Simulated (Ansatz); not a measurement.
Predict the output of the script below (the Ansatz DFT code, driven from Python).

Input file `bas.extxyz`:
```text
2
Lattice="0.0 2.3885 2.3885 2.3885 0.0 2.3885 2.3885 2.3885 0.0" Properties=species:S:1:pos:R:3 pbc="T T T"
B     0.00000000    0.00000000    0.00000000
As    1.19425000    1.19425000    1.19425000
```

`run_mass.py`
```python
"""Effective masses of BAs by finite differences."""

import ansatz as az
import numpy as np


def main() -> None:
    crystal = az.Crystal.from_extxyz("bas.extxyz")

    model = (
        crystal.calculation()
        .functional(az.Functional.PBESOL, dispersion="d4")
        .basis(20 * az.Ha, density_ratio=8)
        .kpoints(8)
        .scf(tolerance=1e-08)
        .occupations("fixed")
    )
    # find the band extrema among the mesh points first
    done = model.band_table().run(threads=1, backend="cpu")
    summary = done.report
    levels = np.array(summary["eigenvalues_ev"])
    filled = round(summary["n_electrons"] / 2)
    edges = {"top filled band": (filled - 1, levels[:, filled - 1].argmax()), "lowest empty band": (filled, levels[:, filled].argmin())}
    gap = levels[:, filled].min() - levels[:, filled - 1].max()
    print(f"gap on the mesh {gap:.3f} eV")
    if gap <= 0.05:
        print("no gap: band-edge masses have no meaning here")
        edges = {}
    reciprocal = 2 * np.pi * np.linalg.inv(done.lattice.cell_ang).T
    step = 0.006  # 1/A

    # m/m_e = (hbar^2/m_e) / (d2E/dk2), with hbar^2/m_e = 7.61996 eV A^2
    # a slope that is not zero means that the extremum lies off this mesh point
    pairs = [(0, 1), (0, 2), (1, 2)]
    moves = [sign * axis for axis in np.eye(3) for sign in (-1, 1)]
    moves += [s1 * np.eye(3)[i] + s2 * np.eye(3)[j] for i, j in pairs for s1 in (1, -1) for s2 in (1, -1)]
    for name, (band, index) in edges.items():
        together = int(np.sum(np.abs(levels[index] - levels[index, band]) < 2e-3))
        print(name, "at k =", np.round(summary["kpoints_frac"][index], 4), f"E = {levels[index, band]:.4f} eV, degeneracy {together}")
        centre = np.array(summary["kpoints_frac"][index]) @ reciprocal
        points = [centre] + [centre + step * move for move in moves]
        table = model.band_structure(points, intervals=1, cartesian=True).run(threads=1, backend="cpu").band_structure().channels[0].eigenvalues_ev
        if together > 1:
            level = np.flatnonzero(np.abs(levels[index] - levels[index, band]) < 2e-3)
            along = (table[1, level] + table[2, level] - 2 * table[0, level]) / step ** 2
            print("  degenerate level, no single mass tensor; masses of its branches along x:", np.round(7.61996 / along, 3), "m_e")
            continue
        e = table[:, band]
        hessian = np.diag((e[1:7:2] + e[2:7:2] - 2 * e[0]) / step ** 2)
        for (i, j), (pp, pm, mp, mm) in zip(pairs, e[7:].reshape(3, 4)):
            hessian[i, j] = hessian[j, i] = (pp - pm - mp + mm) / (4 * step ** 2)
        curvatures, axes = np.linalg.eigh(hessian)
        slope = (e[2:7:2] - e[1:7:2]) / (2 * step)
        print("  slope (eV A):", np.round(slope, 3) + 0.0, "" if np.abs(slope).max() < 0.05 else "- no extremum here, so these are local curvatures and no band-edge masses")
        for curvature, axis in zip(curvatures, axes.T):
            print(f"  principal mass {7.61996 / curvature:8.3f} m_e along", np.round(axis, 2) + 0.0)


if __name__ == "__main__":
    main()
```

`python run_mass.py` gives:
```text
gap on the mesh 1.101 eV
top filled band at k = [0. 0. 0.] E = 11.0353 eV, degeneracy 3
  degenerate level, no single mass tensor; masses of its branches along x: [-0.222 -0.23  -0.23 ] m_e
lowest empty band at k = [0.    0.375 0.375] E = 12.1358 eV, degeneracy 1
  slope (eV A): [-0.469  0.     0.   ] - no extremum here, so these are local curvatures and no band-edge masses
  principal mass    1.113 m_e along [1. 0. 0.]
  principal mass    0.207 m_e along [0.   0.96 0.27]
  principal mass    0.207 m_e along [ 0.   -0.27  0.96]
```

The settings weren't tested for convergence. Semilocal gaps usually lie well under measured ones. The computed bands are complete only to about 4.7 eV above the Fermi level. The structure is a deposited one; some such entries were measured under pressure or heat, so a shift against it needn't be the functional's error alone. Levels are Kohn-Sham eigenvalues on this mesh, without spin-orbit coupling. The masses are finite-difference curvatures at extrema found on a coarse mesh, which needn't be the true band edges; a step that is long against the gap makes them too heavy. At a valence maximum the curvature is negative (the hole mass is its size); mixed signs mark a saddle. Spin-orbit coupling is left out, and light masses scale with the Kohn-Sham gap. Run time: 6.7 s on 1 thread of Arm Neoverse V1 (shared host), peak memory 0.39 GiB.
